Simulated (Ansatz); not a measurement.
## A vibration from a frozen displacement in KF

The calculation used DFT r2SCAN, scalar-relativistic, plane waves, PAW in Ansatz. Cutoff 500 eV, Γ-centred 8×8×8 k-points, Gaussian smearing of 0.05 eV. No spin polarisation. Energies are free energies at this smearing, counted from the undisturbed cell; pressure is positive in compression.

Zero of the scan (as given, not relaxed at this level; it stands at -0.5 GPa):

```
K F
1.0
     0.00000    2.67350    2.67350
     2.67350    0.00000    2.67350
     2.67350    2.67350    0.00000
K F
1 1
Direct
  0.00000 0.00000 0.00000
  0.50000 0.50000 0.50000
```

Every K atom is moved by x along the Cartesian unit vector (1.000, 0.000, 0.000); the cell and all other atoms stay fixed. The cell's volume is 38.22 Å³; the moved atoms weigh 39.098 u together and the others 18.998 u. Some rows repeat others by symmetry and weren't run.

| x (Å) | ΔE (meV/cell) | total force on the moved atoms along the move (eV/Å) | pressure (GPa) |
| --- | --- | --- | --- |
| -0.2000 | 35.60 | 0.3879 | 0.0832 |
| -0.1750 | 26.68 | 0.3262 | -0.0702 |
| -0.1500 | 19.24 | 0.2699 | -0.2006 |
| -0.1250 | 13.15 | 0.2181 | -0.3091 |
| -0.1000 | 8.31 | 0.1701 | -0.3966 |
| -0.0750 | 4.62 | 0.1250 | -0.4638 |
| -0.0500 | 2.04 | 0.0822 | -0.5115 |
| -0.0250 | 0.51 | 0.0407 | -0.5399 |
| 0.0000 | 0.00 | 0.0000 | -0.5493 |
| 0.0250 | 0.51 | -0.0407 | -0.5399 |
| 0.0500 | 2.04 | -0.0822 | -0.5115 |
| 0.0750 | 4.62 | -0.1250 | -0.4638 |
| 0.1000 | 8.31 | -0.1701 | -0.3966 |
| 0.1250 | 13.15 | -0.2181 | -0.3091 |
| 0.1500 | 19.24 | -0.2699 | -0.2006 |
| 0.1750 | 26.68 | -0.3262 | -0.0702 |
| 0.2000 | 35.60 | -0.3879 | 0.0832 |

**Question.** What frequency belongs to this motion?

**Answer.** The force constant is k = −dF/dx = 1.628 eV/Å², from the parabola through x = -0.0250, 0 and 0.0250. In every cell the moved atoms swing against the rest, so the mass is μ = m₁m₂/(m₁ + m₂) = 12.786 u, and ν̃ = 521.5 cm⁻¹ × √(|k|/μ) = 186 cm⁻¹. To first order in x, and within 1 %, the force on every atom lies along the move and, within each of the two groups, in proportion to the atom's mass, so this is itself a mode at the zone centre of this cell, taken without macroscopic field (the transverse frequency in a polar insulator).

**Question.** How far does the harmonic law reach?

**Answer.** At x = -0.200 Å, kx²/2 = 32.56 meV against the computed 35.60 meV (+9.3 %): the well stiffens in this direction at large amplitude.

**Question.** The pressure changes with x². What does that say about the frequency under compression?

**Answer.** With E = k(V)x²/2, k ∝ V^(−2γ) and x scaling with the cell as V^(1/3), P − P0 = −∂E/∂V = (2γ − 2/3) ΔE/V. At x = 0.0500 Å, V(P − P0) = 38.22 × 0.03787 / 160.2 eV = 9.03 meV and ΔE = 2.04 meV, so γ = 1/3 + V(P − P0)/(2ΔE) = 2.55. This is the Grüneisen parameter of the motion under uniform scaling of the cell: shrinking the cell evenly by 1 % in volume raises the frequency by about 2.55 %.